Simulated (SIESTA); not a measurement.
## In in SIESTA: the effect of functional

The system is In.

```
In
1.0
    -1.62547    1.62547    2.47370
     1.62547   -1.62547    2.47370
     1.62547    1.62547   -2.47370
In
1
Direct
  0.00000 0.00000 0.00000
```

Alike in all runs:

| Quantity | Value |
| --- | --- |
| Program | SIESTA 5.4.2 |
| Task | band structure |
| Potentials or basis | PseudoDojo 0.4 standard (PBE files) |
| Basis | DZP (energy shift 0.003 Ry; two zetas on semicore shells) |
| Grid cutoff | 500 Ry |
| Energy shift | 0.003 Ry |
| k mesh | 11 × 11 × 11 |
| Occupations | fermi-dirac, width 0.05 eV |
| Spin | no spin polarisation |

```tsv
functional	pressure (GPa)
PBE	2.4
vdW-DF	?
vdW-DF2	9.3
optB88-vdW	3.0
vdW-DF-C09	0.0
vdW-DF-cx	0.4
VV10	3.4
```

Task: What does the run with functional vdW-DF give?

Result: Pressure 6.1 GPa.

Caveats: the basis of atomic orbitals isn't converged, which shifts pressures, moduli and gaps; the potentials were made for another functional, which shifts forces and pressure (some runs); the non-local part is tabulated coarsely and may be off by about a percent (some runs).
